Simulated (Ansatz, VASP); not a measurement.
One calculation of AlN, two programs

```xyz
4
Lattice="3.1925 0.0000 0.0000 -1.5962 2.7648 0.0000 0.0000 0.0000 4.4149" Properties=species:S:1:pos:R:3 pbc="T T T"
Al    0.0000    1.8432   -0.0997
Al    1.5963    0.9216    2.1077
N     0.0000    1.8432    1.7995
N     1.5963    0.9216    4.0069
```

Alike in both runs: functional PBE; k mesh 9 × 9 × 6; occupations gaussian, width 0.05 eV; no spin polarisation.

Ansatz relaxed the structure, and its values are those at the end. VASP's run is a single point on that final structure, the one shown.

|  | VASP | Ansatz |
| --- | --- | --- |
| version | VASP 6.6.1 | Ansatz 0.2.0 |
| potentials or method | VASP PAW PBE potentials, release 64 (Al, N) | scalar-relativistic, plane waves, PAW |
| plane-wave cutoff (eV) | 520 | 520 |
| valence electrons in the cell | 16 | 16 |

Ansatz gave:

| Quantity | Value |
| --- | --- |
| gap on the k mesh at the Fermi level (eV) | 3.73 |
| least direct gap on the mesh (eV) | 3.73 |
| pressure (GPa) | 13.2 |

Problem. Which values does VASP return?

Solution. gap on the k mesh at the Fermi level (eV): 3.75; least direct gap on the mesh (eV): 3.75; pressure (GPa): 13.1.

The functional is the same, so the differences come from potentials, cutoffs and numerics. Ansatz warned: «stress_scf_threshold_loose».

PBE gaps usually lie below the measured ones, often by a third to a half.
